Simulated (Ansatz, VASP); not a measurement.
**One calculation of NaCl, two programs**

```
CELL_PARAMETERS angstrom
3.45955 0.00000 0.00000
0.00000 3.45955 0.00000
0.00000 0.00000 3.62906
ATOMIC_POSITIONS crystal
Na 0.00000 0.00000 0.00000
Cl 0.50000 0.50000 0.50000
```

Change from the starting cell: uniaxial_z strain +4.9%.

Alike in both runs: task single point; functional PBE; k mesh 8 × 8 × 8; occupations fermi-dirac, width 0.02 eV; no spin polarisation.

|  | VASP | Ansatz |
| --- | --- | --- |
| version | VASP 6.6.1 | Ansatz 0.2.0 |
| potentials or method | VASP PAW PBE potentials, release 64 (Na_pv, Cl) | plane waves, PAW |
| plane-wave cutoff (eV) | 520 | 420 |
| valence electrons in the cell | 14 | 16 |

VASP gave:

- gap on the k mesh at the Fermi level (eV): 3.81
- pressure (GPa): -0.2
- largest component of the traceless stress (GPa): 2.34

Which values does Ansatz return?

gap on the k mesh at the Fermi level (eV): 3.81; pressure (GPa): -0.1; largest component of the traceless stress (GPa): 2.34.

The two sets of potentials don't hold the same shells in valence.

A k mesh can miss the band edges.
